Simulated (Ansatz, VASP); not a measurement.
# One calculation of ZnS (Wurtzite-10H), two programs

```
Zn S
1.0
     3.82400    0.00000    0.00000
    -1.91200    3.31168    0.00000
     0.00000    0.00000   31.20000
Zn S
10 10
Cartesian
  0.0000 0.0000 0.0022
  0.0000 0.0000 15.6022
  0.0000 0.0000 9.3575
  0.0000 0.0000 24.9575
  0.0000 2.2078 3.1204
  1.9120 1.1039 18.7204
  0.0000 2.2078 12.4800
  1.9120 1.1039 28.0800
  0.0000 2.2078 21.8390
  1.9120 1.1039 6.2390
  0.0000 0.0000 2.3417
  0.0000 0.0000 17.9417
  0.0000 0.0000 11.6973
  0.0000 0.0000 27.2973
  0.0000 2.2078 5.4603
  1.9120 1.1039 21.0603
  0.0000 2.2078 14.8227
  1.9120 1.1039 30.4227
  0.0000 2.2078 24.1789
  1.9120 1.1039 8.5789
```

Alike in both runs: functional PBE; k mesh 8 × 8 × 1; occupations fermi-dirac, width 0.02 eV; no spin polarisation.

Ansatz relaxed the structure, and its values are those at the end. VASP's run is a single point on that final structure, the one shown.

|  | VASP | Ansatz |
| --- | --- | --- |
| version | VASP 6.6.1 | Ansatz 0.2.0 |
| potentials or method | VASP PAW PBE potentials, release 64 (Zn, S) | plane-wave PAW, scalar-relativistic |
| plane-wave cutoff (eV) | 520 | 420 |
| valence electrons in the cell | 180 | 180 |

VASP gave:

* gap on the k mesh at the Fermi level (eV): 2.12
* pressure (GPa): 1.7
* rms of the force components (eV/Å): 0.003

**Question.** Which values does Ansatz return?

**Answer.** gap on the k mesh at the Fermi level (eV): 2.12; pressure (GPa): 1.5; rms of the force components (eV/Å): 0.003.

With one functional, cell and mesh, what is left measures potentials, basis and numerics. Ansatz warned: «stress_scf_threshold_loose».
